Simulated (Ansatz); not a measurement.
Runs of Ansatz 0.2.0 on Sb. Symmetry: R-3m, No. 166, trigonal system. Conventional cell: a = 4.308 Å, b = 4.308 Å, c = 11.274 Å, α = 90.00°, β = 90.00°, γ = 120.00°. Around Sb (site symmetry 3m) lie 3 Sb at 2.91 Å. 

```csv
task,level,spin,cell,points for each segment of the path,gap on the mesh (eV),pressure (GPa),relaxed volume (Å³/atom),largest force (eV/Å)
single point,PBE0,"SOC, no magnetisation",as given,-,0.95,(a),-,0.37
band structure,PBEsol0,off,as given,4,0.82,-1.1,-,0.45
relaxation of cell and atoms,B3LYP,off,relaxed,-,1.00,0.0,35.33,-
relaxation of cell and atoms,PBE0,off,relaxed,-,(b),0.0,(c),-
```

Alike in all rows: potentials or basis Ansatz PAW; k mesh 4 × 4 × 4; cutoff (eV) 420; smearing fermi-dirac 0.05 eV; the mesh is coarse, so values aren't converged.

Q: Estimate the missing entries.

A: (a) 0.8; (b) 0.89; (c) 31.39.

Caveats: all runs use coarse meshes; the PAW data sets come from PBE, with cores solved anew for the run's functional, which leaves a small shift of forces and pressure; spin-orbit coupling is left out, which moves the levels of the heavy elements (some runs); the thresholds are loose for stress (some runs); the plane-wave basis is chosen anew once the cell has moved, so the energies of steps on either side of that aren't comparable (some runs); the k mesh misses the band edges, so the gap on the mesh is wider than the one along the path (some runs); the volume moved by over 15 % at a fixed basis, so the end points are rough (some runs); the volume moved by +17 % from the deposited cell, more than functionals usually miss (some runs).

A k mesh can miss the band edges, and rows without SOC leave out spin-orbit coupling on Sb.

Runs at the PBE level aren't shown here.
